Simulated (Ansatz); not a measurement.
# HgTe (rocksalt type): the cost of one run

Program: Ansatz 0.2.0. Level of theory: DFT, PBE, PAW with Ansatz's default frozen-core files, scalar-relativistic. These are calculated values, not measurements.

**1. The structure to begin with**

The structure is cubic, space group Fm-3m (No. 225). Conventional cell: a = 5.957 Å, b = 5.957 Å, c = 5.957 Å, α = 90.00°, β = 90.00°, γ = 90.00°. Hg (site symmetry m-3m) has 6 Te at 2.98 Å as nearest neighbours. Te (site symmetry m-3m) has 6 Hg at 2.98 Å as nearest neighbours.

Structure file:

```xyz
2
Lattice="0.0000 2.9784 2.9784 2.9784 0.0000 2.9784 2.9784 2.9784 0.0000" Properties=species:S:1:pos:R:3 pbc="T T T"
Hg    0.0000    0.0000    0.0000
Te    2.9784    2.9784    2.9784
```

Atoms are numbered in the order of the input: Hg1, Te2.

**2. Cell relaxed at zero pressure, PAW**

File input.yaml:

```yaml
crystal:
  lattice:
    - [0.0, 2.978352805, 2.978352805]
    - [2.978352805, 0.0, 2.978352805]
    - [2.978352805, 2.978352805, 0.0]
  atoms:
    - { symbol: Hg, position: [0.0, 0.0, 0.0] }
    - { symbol: Te, position: [0.5, 0.5, 0.5] }
kpoints:
  mp_grid: { grid: [12, 12, 12] }
scf:
  occupations: { method: fermi_dirac, width: 0.1 }
hamiltonian:
  xc: pbe
  pseudopotentials: { kind: paw }
output:
  forces: true
  stress: true
relax:
  f_tol: 0.005
  max_steps: 40
  cell: {}
```

The run is started by

```console
$ ansatz run input.yaml --threads 1 --pin off --max-ram 3584MiB --backend cpu --events-out ev --progress --plain --runs-dir out
```

What time and memory should one allow on 1 thread of Intel Xeon Platinum 8488C (Sapphire Rapids), shared host?

About 11 s, with a peak of 0.45 GiB.
